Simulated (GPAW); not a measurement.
# Pd: relaxation of cell and atoms with PBEsol+D3

Crystal: Pd.

```xyz
1
Lattice="0.0000 1.9465 1.9465 1.9465 0.0000 1.9465 1.9465 1.9465 0.0000" Properties=species:S:1:pos:R:3 pbc="T T T"
Pd    0.0000    0.0000    0.0000
```

```
Program             : GPAW 26.7.0
Task                : relaxation of cell and atoms
Functional          : PBEsol
Dispersion          : D3
Potentials or basis : PAW data sets generated in the run's folder for this functional
Cutoff              : 600 eV
Basis               : pw
k mesh              : 12 × 12 × 12
Occupations         : fermi-dirac, width 0.05 eV
Spin                : no spin polarisation
Maxiter             : 150
Optimizer           : BFGS
Fmax                : 0.02 eV/Å
Max steps           : 60
Convergence         : density=1e-05 forces=0.0001
```

```yaml
Relaxed_volume: 14.12 Å³/atom
Relaxed_cell: a = 2.713 Å, b = 2.713 Å, c = 2.713 Å, α = 60.00°, β = 60.00°, γ = 60.00°
Space_group_after_relaxing_to_0.05_Å: Fm-3m (No. 225)
Energy_gained_by_relaxing: 17.9 meV/atom
Ionic_steps: 3
Pressure_after_relaxing: 0.2 GPa
Band_gap_on_the_k_mesh: none (metal or under the smearing width)
Dispersion_energy_per_atom: -0.490 eV
```

The path:
| step | energy change (eV) | largest force (eV/Å) | pressure (GPa) | volume (Å³) |
| --- | --- | --- | --- | --- |
| 1 | 0.0000 | 0.0000 | -8.55 | 14.75 |
| 2 | -0.0170 | 0.0000 | -2.01 | 14.26 |
| 3 | -0.0179 | 0.0000 | 0.17 | 14.12 |

Final structure:
```cif
data_structure
_symmetry_space_group_name_H-M 'P 1'
_symmetry_Int_Tables_number 1
_cell_length_a 2.7130
_cell_length_b 2.7130
_cell_length_c 2.7130
_cell_angle_alpha 60.000
_cell_angle_beta 60.000
_cell_angle_gamma 60.000
_cell_volume 14.12
loop_
_atom_site_label
_atom_site_type_symbol
_atom_site_fract_x
_atom_site_fract_y
_atom_site_fract_z
_atom_site_occupancy
Pd1 Pd 0.00000 0.00000 0.00000 1
```

Levels at points of the mesh, in eV from the Fermi level:
```csv
k point,band 5,band 6,band 7,band 8,band 9,band 10,band 11,band 12
"(0.00, 0.00, 0.00)",-3.04,-3.04,-3.04,-1.30,-1.30,17.47,22.75,22.75
"(0.50, 0.50, 0.00)",-5.47,-0.02,0.34,0.34,3.27,11.20,13.69,13.69
"(0.50, 0.50, 0.50)",-3.09,-3.09,0.00,0.00,0.83,7.66,16.79,22.42
```

Run time: 18 s on 1 thread of Intel(R) Xeon(R) 6975P-C (Granite Rapids), on a shared host, peak memory 0.17 GiB.

Caveat: later steps reuse the first step's grids; pairwise dispersion overbinds metals, which lowers pressure and volume.
